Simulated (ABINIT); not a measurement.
# PbS (Galena): band structure with BP86

Crystal: PbS (Galena).

```
CELL_PARAMETERS angstrom
0.00000 2.96575 2.96575
2.96575 0.00000 2.96575
2.96575 2.96575 0.00000
ATOMIC_POSITIONS crystal
Pb 0.00000 0.00000 0.00000
S 0.50000 0.50000 0.50000
```

| Property | Result |
| --- | --- |
| Program | ABINIT 10.8.3 (patched build) |
| Task | band structure |
| Functional | BP86 |
| Potentials or basis | JTH PAW PBE v2.0 |
| Cutoff | 544 eV |
| k mesh | 8 × 8 × 8 |
| Occupations | fermi-dirac, width 0.05 eV |
| Spin | no spin polarisation |
| Fine-grid cutoff | 1088.46 eV |
| Exchange and correlation inside the PAW spheres | full angular mesh (pawxcdev 0, this build's default; the released program takes 1) |

- Band gap on the k mesh: 0.38 eV, direct
- Valence electrons inside the program's atomic spheres: Pb 11.32; S 3.51

Levels at the corners of the path, in eV from the valence-band top:
```tsv
point	band 7	band 8	band 9	band 10	band 11	band 12	band 13	band 14
Γ	-6.10	-2.14	-2.14	-2.14	5.16	5.16	5.16	6.80
X	-7.27	-5.15	-3.41	-3.41	3.98	5.58	5.65	5.65
W	-8.00	-4.39	-4.39	-1.00	2.17	4.70	4.70	8.19
K	-8.03	-4.74	-2.90	-2.47	3.35	4.11	5.07	6.29
Γ	-6.10	-2.14	-2.14	-2.14	5.16	5.16	5.16	6.80
L	-8.88	-1.73	-1.73	0.00	0.38	1.95	1.95	8.79
U	-8.03	-4.74	-2.90	-2.47	3.35	4.11	5.07	6.29
W	-8.00	-4.39	-4.39	-1.00	2.17	4.70	4.70	8.19
L	-8.88	-1.73	-1.73	0.00	0.38	1.95	1.95	8.79
K	-8.03	-4.74	-2.90	-2.47	3.35	4.11	5.07	6.29
```

It took 2.6 min on 1 thread of AMD EPYC 7R43 64-Core Processor (Zen 3), on a shared host, peak memory 0.13 GiB.

Caveat: spin-orbit coupling is left out, which as a rule narrows the gap of such compounds by several tenths of an eV. A k mesh can miss the band edges.
